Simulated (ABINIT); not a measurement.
Runs of ABINIT 10.8.3 (patched build) on B. The structure is cubic, space group Pm-3m (No. 221). Conventional cell: a = 1.885 Å, b = 1.885 Å, c = 1.885 Å, α = 90.00°, β = 90.00°, γ = 90.00°. B (site symmetry m-3m) is surrounded by 6 B at 1.89 Å. The cell was built by a generator and needn't be a form met in nature.

```csv
task,level,potentials or basis,cell,k mesh,cutoff (eV),stop of the response cycle (tolvrs),q mesh,acoustic sum rule (asr),fine-grid cutoff,electron-positron correlation,gap on the mesh (eV),pressure (GPa),relaxed volume (Å³/atom)
phonon dispersion,PBEsol,"Ansatz PAW PBE default generated set, frozen core",as given,"10 × 10 × 10, shifted",327,1e-08,2 × 2 × 2,2,653.073 eV,-,-,(b),-
positron lifetime,PBEsol,JTH PAW PBE v2.0,as given,10 × 10 × 10,299,-,-,-,598.65 eV,Boronski-Nieminen GGA,none,-3.9,-
single point,PBEsol,PseudoDojo NC SR PBEsol v0.4.1 standard,as given,10 × 10 × 10,1034,-,-,-,-,-,none,-2.7,-
single point,PBEsol,"Ansatz PAW PBE default generated set, frozen core",as given,10 × 10 × 10,327,-,-,-,653.073 eV,-,none,-6.3,-
relaxation of cell and atoms,PBE+D3(BJ),SG15 NC PBE v1.2,relaxed,10 × 10 × 10,599,-,-,-,-,-,none,0.0,(a)
relaxation of cell and atoms,PBEsol,PseudoDojo NC SR PBEsol v0.4.1 standard,relaxed,10 × 10 × 10,1034,-,-,-,-,-,none,0.0,6.62
single point,LDA,PseudoDojo NC SR LDA v0.4 stringent,as given,10 × 10 × 10,925,-,-,-,-,-,none,-8.3,-
relaxation of cell and atoms,AM05,PseudoDojo NC SR PBEsol v0.4 stringent,relaxed,10 × 10 × 10,1034,-,-,-,-,-,none,0.0,6.56
```

Alike in all rows: no spin polarisation; smearing fermi-dirac 0.05 eV.

Task: Fill in the values left out.

Result: (a) 6.51; (b) -4.6.

Caveats: the PAW data sets were made with another functional, which shifts forces and pressure a little (some runs); the atomic spheres overlap (some runs); the mesh is coarse for a metal's response (some runs); some modes are imaginary (some runs); the cell is more than 3 GPa from zero pressure, which shifts response properties (some runs); the PAW basis is incomplete for the positron (some runs); pairwise dispersion overbinds metals, which lowers pressure and volume (some runs).

A k mesh can miss the band edges.

A gap of «none» marks a metal or a gap under the smearing width.

Not every run made on this cell is shown here.
